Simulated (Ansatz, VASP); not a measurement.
## Sb: VASP beside Ansatz

The input INCAR:

```
ALGO = Normal
EDIFF = 1E-6
ENCUT = 520
ISIF = 2
ISMEAR = -1
LASPH = True
LCHARG = False
LREAL = False
LWAVE = False
NBANDS = 18
NELM = 60
PREC = Accurate
SIGMA = 0.05
```

KPOINTS

```
k-points
0
Gamma
  6 6 4
```

Contents of POSCAR:

```
Sb
1.0
    4.4352720244      0.0000000000      0.0000000000
    0.0000000000      4.3308481452      0.0000000000
   -1.2935620687      0.0000000000      6.2344268918
Sb
4
Direct
    0.3399300000      0.2500000000      0.6836700000
    0.9366380000      0.7500000000      0.7627580000
    0.0633620000      0.2500000000      0.2372420000
    0.6600700000      0.7500000000      0.3163300000
```

input.yaml

```yaml
crystal:
  lattice:
    - [4.4352720244, 0.0, 0.0]
    - [0.0, 4.3308481452, 0.0]
    - [-1.2935620687, 0.0, 6.2344268918]
  atoms:
    - { symbol: Sb, position: [0.33993, 0.25, 0.68367] }
    - { symbol: Sb, position: [0.936638, 0.75, 0.762758] }
    - { symbol: Sb, position: [0.063362, 0.25, 0.237242] }
    - { symbol: Sb, position: [0.66007, 0.75, 0.31633] }
hamiltonian:
  xc: lda
  pseudopotentials: { kind: paw }
kpoints:
  mp_grid: { grid: [6, 6, 4] }
scf:
  occupations: { method: fermi_dirac, width: 0.05 }
output:
  forces: true
  stress: true
  eigenvalues: true
```

This isn't the form of Sb at room conditions, which is rhombohedral.

Alike in both runs: task single point; functional LDA; k mesh 6 × 6 × 4; occupations fermi-dirac, width 0.05 eV; no spin polarisation.

```csv
,VASP,Ansatz
version,VASP 6.6.1,Ansatz 0.2.0
potentials or method,"VASP PAW LDA potentials, release 64 (Sb)",Ansatz PAW
plane-wave cutoff (eV),520,420
valence electrons in the cell,20,60
```

Ansatz gave:

* gap on the k mesh at the Fermi level (eV): none
* pressure (GPa): -0.4
* largest component of the traceless stress (GPa): 0.46
* rms of the force components (eV/Å): 0.132

Which values does VASP return?

gap on the k mesh at the Fermi level (eV): none; pressure (GPa): -0.1; largest component of the traceless stress (GPa): 0.49; rms of the force components (eV/Å): 0.169.

Atom by atom the forces differ by 0.043 eV/Å (rms over components). A gap of «none» marks a metal or a gap that the smearing closes. The two sets of potentials don't hold the same shells in valence.

Caveats: the PAW data sets come from PBE, with cores solved anew for the run's functional, which leaves a small shift of forces and pressure (Ansatz). Spin-orbit coupling is left out, which matters for the levels of Sb.
